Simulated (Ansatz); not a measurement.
Space group R-3m:H (No. 166). a = 2.869 Å, b = 2.869 Å, c = 21.059 Å, α = 90.00°, β = 90.00°, γ = 120.00°
| atom | site | symmetry | x | y | z |
| --- | --- | --- | --- | --- | --- |
| Ag | 3a | -3m | 0.0000 | 0.0000 | 0.0000 |
| Ag | 6c | 3m | 0.0000 | 0.0000 | 0.7777 |

Equation of state of this Ag structure (not necessarily the ground state), with shape and atoms relaxed at each volume where symmetry leaves them free. It has no gap at any of these volumes. All numbers below come from Ansatz 0.2.0, DFT PBEsol, scalar-relativistic, plane waves, PAW.

Plane waves to 420 eV, a k mesh through Γ of 18×18×18 on the computed 3-atom cell and Gaussian smearing (0.10 eV); no spin polarisation.

```
V (Å³/atom) E − E(largest V) (meV/atom) P (GPa)
     15.676                         5.98     8.70
     16.176                       -13.48     3.92
     16.677                       -19.42     0.00
     17.177                       -14.25    -3.21
     17.677                         0.00    -5.83
```

Problem. Fit a third-order Birch–Murnaghan equation to E(V).

Solution. V0 = 16.68 Å³/atom, B0 = 118 GPa, B0' = 5.6.

This form isn't the element's structure at ambient conditions.